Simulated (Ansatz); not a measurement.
In, 1 atom in the cell. The structure is tetragonal, space group I4/mmm (No. 139). The conventional cell has a = 3.251 Å, b = 3.251 Å, c = 4.947 Å, α = 90.00°, β = 90.00°, γ = 90.00°. In (site symmetry 4/mmm) is surrounded by 12 In at 3.25 to 3.38 Å. 

- Program: Ansatz 0.2.0
- Task: single point
- Functional: PBE0
- Potentials or basis: Ansatz PAW
- Cutoff: 420 eV (not typed: the program's choice for these potentials)
- k mesh: 5 × 5 × 5
- Occupations: fermi-dirac, width 0.05 eV
- Spin: spin-orbit coupling, no magnetisation

Hardware: 1 × NVIDIA H100 80GB HBM3 with 2 threads of AMD EPYC 7R13 Processor (Zen 3) (shared host).

**Question.** Estimate the wall time of this run.

**Answer.** It took 45 s on 1 × NVIDIA H100 80GB HBM3 with 2 threads of AMD EPYC 7R13 Processor (Zen 3), with other jobs on the host, peak memory 1.7 GiB. Counts: scf iterations 30, plane waves 533, k points 18, bands 22.
